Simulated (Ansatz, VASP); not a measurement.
Mo6H: VASP beside Ansatz

```
H Mo
1.0
     3.17850    0.00000    0.00000
     0.00000    3.17850    0.00000
     0.00000    0.00000    9.71796
H Mo
1 6
Direct
  0.00000 0.00000 0.00000
  0.50000 0.00000 0.57735
  0.00000 0.50000 0.42265
  0.00000 0.50000 0.10168
  0.50000 0.00000 0.89832
  0.00000 0.50000 0.74546
  0.50000 0.00000 0.25454
```

Alike in both runs: functional PBE; k mesh 5 × 5 × 2; occupations gaussian, width 0.2 eV; no spin polarisation.

Ansatz relaxed the structure, and its values are those at the end. VASP's run is a single point on that final structure, the one shown.

```csv
,VASP,Ansatz
version,VASP 6.6.1,Ansatz 0.2.0
potentials or method,"VASP PAW PBE potentials, release 64 (H, Mo_sv)","scalar-relativistic, plane waves, PAW"
plane-wave cutoff (eV),520,420
valence electrons in the cell,85,85
```

```tsv
	VASP	Ansatz	Ansatz less VASP
gap on the k mesh at the Fermi level (eV)	none	none	-
pressure (GPa)	0.6	0.1	-0.46
rms of the force components (eV/Å)	0.003	0.006	+0.0032
```

A gap of «none» marks a metal or a gap that the smearing closes.

Caveats: the k mesh is coarse (spacing up to 0.40 Å⁻¹), so the values aren't converged.
